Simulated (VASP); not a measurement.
# KCl (Sylvite): the relaxed cell at several levels

Aim: relax KCl (Sylvite) at several levels and hold each cell against experiment. The levels: PBE, LDA, r2SCAN and PBE + D3(BJ). LASPH is on for some levels and off for others; the table marks which. The start is a cell from a database of measured crystal structures.

Main program and level: VASP 6.6.1; PBE; plane waves and PAW (K_sv, Cl), in the first sound run; inputs show where later runs differ.

This is a report of a sequence of runs, with most program output left out.

## 1. The structure

Before any relaxation, the start is as follows. It takes space group Fm-3m (No. 225, cubic). Conventional cell: a = 6.288 Å, b = 6.288 Å, c = 6.288 Å, α = 90.00°, β = 90.00°, γ = 90.00°. Nearest to K lie 6 Cl at 3.14 Å. Nearest to Cl lie 6 K at 3.14 Å. Farther neighbours and most contacts between anions are not listed.

Structure file:

```xyz
2
Lattice="0.0000 3.1439 3.1439 3.1439 0.0000 3.1439 3.1439 3.1439 0.0000" Properties=species:S:1:pos:R:3 pbc="T T T"
K     0.0000    0.0000    0.0000
Cl    3.1439    3.1439    3.1439
```

## 2. Relaxation with PBE

Properties are meant for the cell that this level of theory prefers, so cell and atoms are relaxed first (ISIF = 3) until forces and stress are small; EDIFFG sets the threshold. PBE, the usual starting point, adds the gradient of the density.

Input file INCAR:

```
SYSTEM = KCl
PREC = Accurate
ENCUT = 520
EDIFF = 1E-06
NELM = 100
ISMEAR = -1
SIGMA = 0.05
LREAL = .FALSE.
ALGO = Normal
GGA = PE
NBANDS = 14
LORBIT = 11
LWAVE = .FALSE.
LCHARG = .FALSE.
KPAR = 2
IBRION = 2
NSW = 60
ISIF = 3
EDIFFG = -0.01
```

Input file POSCAR:

```
KCl
1.0
    0.0000000000      3.1439500000      3.1439500000
    3.1439500000      0.0000000000      3.1439500000
    3.1439500000      3.1439500000      0.0000000000
K Cl
1 1
Direct
    0.0000000000      0.0000000000      0.0000000000
    0.5000000000      0.5000000000      0.5000000000
```

Input file KPOINTS:

```
Automatic mesh
0
Gamma
5 5 5
0 0 0
```

The projector-augmented-wave data sets are K_sv and Cl (PBE family, release 64).

Started as:

```bash
> mpirun -np 2 vasp_std
```

The job ended after 19 s (2 MPI ranks of AMD EPYC 7R43, shared host; peak memory 0.35 GiB).

The gap is read on the k-mesh alone, so it is an upper bound where the band edges lie off the mesh. The run keeps the 48 symmetry operations of its start, so it cannot find a distortion of lower symmetry.

Relaxation path:

```
step  energy less that of the first step (eV)  largest force (eV/Å)  pressure (GPa)  volume (Å³)
   1                                   0.0000                0.0000            0.83        62.15
   2                                  -0.0054                0.0000            0.35        63.60
   3                                  -0.0069                0.0000            0.11        64.51
   4                                  -0.0070                0.0000            0.01        64.94
```

```
conventional cell, symmetrised  before  after  change
                         a (Å)   6.288  6.380  +1.5 %
                         b (Å)   6.288  6.380  +1.5 %
                         c (Å)   6.288  6.380  +1.5 %
              volume (Å³/atom)   31.08  32.47  +4.5 %
```

Final coordinates:

```xyz
2
Lattice="0.0000 3.1902 3.1902 3.1902 0.0000 3.1902 3.1902 3.1902 0.0000" Properties=species:S:1:pos:R:3 pbc="T T T"
K     0.0000    0.0000    0.0000
Cl    3.1902    3.1902    3.1902
```

This step gave:

| Property | Result |
| --- | --- |
| electrons | 16 |
| bands | 14 |
| irreducible k-points | 10 |
| symmetry operations | 48 |
| free energy (TOTEN) | -6.810 eV |
| Fermi energy | -0.868 eV |
| pressure | 0.007433 GPa |
| metallic | no |
| valence top at k | 0, 0, 0 |
| conduction bottom at k | 0, 0, 0 |
| least direct gap at k | 0, 0, 0 |
| SCF cycles over all ionic steps | 34 |
| gap on the k-mesh | 5.047 eV |
| least direct gap on the k-mesh | 5.047 eV |

It ends with forces that vanish by symmetry and a pressure of 0.01 GPa. The volume lies +4.5 % from that of the database's start. The conventional cell has a = 6.380 Å.

## 3. Relaxation with LDA

This step: LDA; plane waves and PAW (K_sv, Cl) (VASP 6.6.1).

LDA, the lowest rung, knows the local density alone.

INCAR, as its differences from that of step 2:

```diff
@@ -9,3 +9,3 @@
 ALGO = Normal
-GGA = PE
+GGA = CA
 NBANDS = 14
```

POSCAR is that of step 2.

KPOINTS is that of step 2.

Started as:

```bash
> mpirun -np 2 vasp_std
```

Run time: 16 s. Hardware: 2 MPI ranks; peak memory 0.29 GiB; 31 s of CPU time.

The PAW data sets were made with PBE, though LDA sets exist; this is a small mismatch. After so large a change of volume the plane waves of the start cell no longer fit, so the final stress carries a basis-set error.

The steps of the relaxation:

```
step  energy less that of the first step (eV)  largest force (eV/Å)  pressure (GPa)  volume (Å³)
   1                                   0.0000                0.0000           -1.88        62.15
   2                                  -0.0292                0.0000           -0.97        58.93
   3                                  -0.0373                0.0000           -0.11        56.65
   4                                  -0.0374                0.0000            0.01        56.36
```

```
conventional cell, symmetrised  before  after  change
                         a (Å)   6.288  6.086  -3.2 %
                         b (Å)   6.288  6.086  -3.2 %
                         c (Å)   6.288  6.086  -3.2 %
              volume (Å³/atom)   31.08  28.18  -9.3 %
```

The relaxed structure:

```xyz
2
Lattice="0.0000 3.0431 3.0431 3.0431 0.0000 3.0431 3.0431 3.0431 0.0000" Properties=species:S:1:pos:R:3 pbc="T T T"
K     0.0000    0.0000    0.0000
Cl    3.0431    3.0431    3.0431
```

Numbers from this step:

```
free energy (TOTEN)             : -7.485 eV
Fermi energy                    : -0.5763 eV
pressure                        : 0.01030 GPa
SCF cycles over all ionic steps : 35
gap on the k-mesh               : 5.094 eV
least direct gap on the k-mesh  : 5.094 eV
```

It ends at 28.18 Å³/atom, -9.3 % from the start, with 0.01 GPa left. The conventional cell has a = 6.086 Å.

## 4. Relaxation with r2SCAN

This step: r2SCAN; plane waves and PAW (K_sv, Cl) (VASP 6.6.1).

r2SCAN adds the kinetic-energy density, costs more than a GGA and is run with LASPH.

INCAR, as its differences from that of step 3:

```diff
@@ -9,3 +9,4 @@
 ALGO = Normal
-GGA = CA
+METAGGA = R2SCAN
+LASPH = .TRUE.
 NBANDS = 14
```

POSCAR is that of step 3.

KPOINTS is that of step 3.

Started as:

```bash
> mpirun -np 2 vasp_std
```

Elapsed: 28 s, on 2 MPI ranks; peak memory 0.35 GiB.

The PAW data sets were made with PBE, which is usual practice but a small mismatch for other functionals.

Little changed from the start: no atom moved by 0.005 Å and no cell edge by 0.1 %.

It ends at 31.08 Å³/atom, under 0.05 % from the start, with 0.02 GPa left. The conventional cell has a = 6.288 Å.

## 5. Relaxation with PBE + D3(BJ)

This step: PBE with D3(BJ); plane waves and PAW (K_sv, Cl) (VASP 6.6.1).

A dispersion term adds the long-range attraction that semilocal functionals lack. D3 with Becke-Johnson damping keeps a finite attraction at short range.

INCAR, as its differences from that of step 4:

```diff
@@ -9,4 +9,4 @@
 ALGO = Normal
-METAGGA = R2SCAN
-LASPH = .TRUE.
+GGA = PE
+IVDW = 12
 NBANDS = 14
```

POSCAR is that of step 4.

KPOINTS is that of step 4.

Started as:

```bash
> mpirun -np 2 vasp_std
```

Elapsed: 14 s, on 2 MPI ranks; peak memory 0.37 GiB; 28 s of CPU time.

Relaxation path:

```
step  energy less that of the first step (eV)  largest force (eV/Å)  pressure (GPa)  volume (Å³)
   1                                   0.0000                0.0000           -0.18        62.15
   2                                  -0.0003                0.0000           -0.08        61.83
   3                                  -0.0003                0.0000           -0.02        61.65
```

```
conventional cell, symmetrised  before  after  change
                         a (Å)   6.288  6.271  -0.3 %
                         b (Å)   6.288  6.271  -0.3 %
                         c (Å)   6.288  6.271  -0.3 %
              volume (Å³/atom)   31.08  30.83  -0.8 %
```

The relaxed structure:

```
K Cl
1.0
     0.00000    3.13548    3.13548
     3.13548    0.00000    3.13548
     3.13548    3.13548    0.00000
K Cl
1 1
Direct
  0.00000 0.00000 0.00000
  0.50000 0.50000 0.50000
```

It ends at 30.83 Å³/atom, -0.8 % from the start, with -0.02 GPa left. The conventional cell has a = 6.271 Å. Against plain PBE, the dispersion term moves a by -1.7 %.

## 6. The cells as a table

This step: relaxed cells at several levels; plane waves and PAW (VASP 6.6.1).

No new run; the numbers come from the runs before.

Lengths are those of the conventional cell; cost is the wall time of each run, as given at its step, times its ranks, without the set-up around it; LASPH differs between rows, which moves results and costs too. Results by level, by row:

```
       level  volume (Å³/atom)  change from the start (%)  a (Å)  cost (core minutes)  LASPH
         PBE             32.47                        4.5   6.38                0.647    off
         LDA             28.18                       -9.3  6.086                0.533    off
      r2SCAN             31.08                          0  6.288                0.933     on
PBE + D3(BJ)             30.83                       -0.8  6.271                 0.48    off
```

## 7. Summary of results

* volume, PBE: 32.47 Å³/atom
* volume, LDA: 28.18 Å³/atom
* volume, r2SCAN: 31.08 Å³/atom
* volume, PBE + D3(BJ): 30.83 Å³/atom

**Reading.** For KCl (Sylvite) the levels give volumes between 28.18 Å³/atom (LDA) and 32.47 Å³/atom (PBE), a spread of 15.2 %, while the cost of the finished runs spans a factor of 1.9. Against the volume of the start, a cell from experiment, r2SCAN comes nearest (under 0.05 %) and LDA lies farthest (-9.3 %); thermal expansion is in that cell alone. Within 2 % of it: r2SCAN and PBE + D3(BJ). The costs hold the number of ionic steps as well as the price of the functional. Adding D3(BJ) to PBE changes the volume by -5.1 % (a by -1.7 %). Within 0.02 Å all end in space group Fm-3m; the runs can't lower the symmetry of the start. LASPH is on for some levels and off for others, so differences between them are not the functional's alone. Each is a single relaxation on the plane waves of the start cell, so larger changes of volume carry a basis-set error that was not tested here. Zero-point and thermal expansion are not included.

[Lines on the potential files, build, host, timing and source positions are cut from VASP's logs without a mark.]

[Logs are printed without paths, hosts, clocks, repeated set-up lines and the standing remarks that a program may print on its own settings, such as how far it seeks lower states.]

[Hosts, paths, dates, database ids (printed as entryN), source tags and the programs' standing remarks are cut or masked in the printed files.]

[A measured line is paired with the nearest computed mode of its activity, which favours agreement.]
